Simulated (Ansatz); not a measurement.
BaO built on the rocksalt prototype, relaxed with r2SCAN: the symmetry is Fm-3m (No. 225, cubic); conventional cell a = 5.544 Å, 21.30 Å³ an atom. Around Ba lie 6 O at 2.77 Å; around O lie 6 Ba at 2.77 Å. One-shot G0W0@PBE in Ansatz 0.2.0 on a 4×4×4 mesh (contour deformation, no spin-orbit coupling), from a PBE gap of 2.046 eV over the mesh points (the G0W0 gap is direct on the mesh); the number N of bands summed and the screening cutoff rise together. Spin-unpolarised throughout; all numbers are computed.

```tsv
N	cutoff (eV)	1000/N	G0W0 gap (eV)
77	80	12.987	3.008
168	140	5.952	3.148
```

Question: Lay a straight line in 1000/N through these rows.

Answer: The slope is -0.0199 eV per unit of 1000/N and the intercept 3.266 eV.

Question: Predict the gap at N = 302 (210 eV).

Answer: 3.266 + (-0.0199) × 3.311 = 3.200 eV; the run gives 3.275 eV, +0.075 eV from the line.

Question: With that run's result added, what limit do the last two rows suggest?

Answer: Their slope is (3.275 − 3.148)/(3.311 − 5.952) = -0.0481, which meets 1/N = 0 at 3.43 eV, against 3.266 eV from the first line. The slope steepens, so 1/N isn't yet asymptotic and the true limit probably lies higher still; the k mesh isn't extrapolated.

Spin-orbit coupling is left out.
